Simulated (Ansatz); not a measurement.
The system is NiO.

```
Ni O
1.0
     0.00000    2.08590    2.08590
     2.08590    0.00000    2.08590
     2.08590    2.08590    0.00000
Ni O
1 1
Cartesian
  0.0000 0.0000 0.0000
  2.0859 2.0859 2.0859
```

Base run:

```yaml
Program: Ansatz 0.2.0
Functional: PBEsol
Potentials_or_basis: Ansatz PAW
Cutoff: "420 eV (not typed: the program's choice for these potentials)"
k_mesh: 11 × 11 × 11
Occupations: fermi-dirac, width 0.05 eV
Spin: collinear spin, ferromagnetic start
Starting_moments: "[1.0, 0.0] μB"
Hubbard_terms: Ni d U = 1 eV
```

Its results: band gap on the k mesh none (metal or under the smearing width); pressure -1.4 GPa; net moment 1.92 μB per cell; site moments Ni +1.54; O +0.32 μB.

**Question.** The run is repeated on the same cell with these changes: hubbard terms from Ni d U = 1 eV to Ni d U = 6 eV. What comes out?

**Answer.** Band gap on the k mesh 1.93 eV, indirect (least direct gap 2.63 eV); pressure 4.1 GPa; net moment 2.00 μB per cell; site moments Ni +1.71; O +0.22 μB.

Caveats: the magnetic or orbital state may not be the lowest; a cell with one magnetic atom can't hold antiferromagnetic order, which such compounds often take; the PAW data sets come from PBE, with cores solved anew for the run's functional, which leaves a small shift of forces and pressure; odd divisions of the mesh miss points on the zone boundary, where band edges often lie, so the gap on the mesh can be too wide (some runs).

A k mesh can miss the band edges.
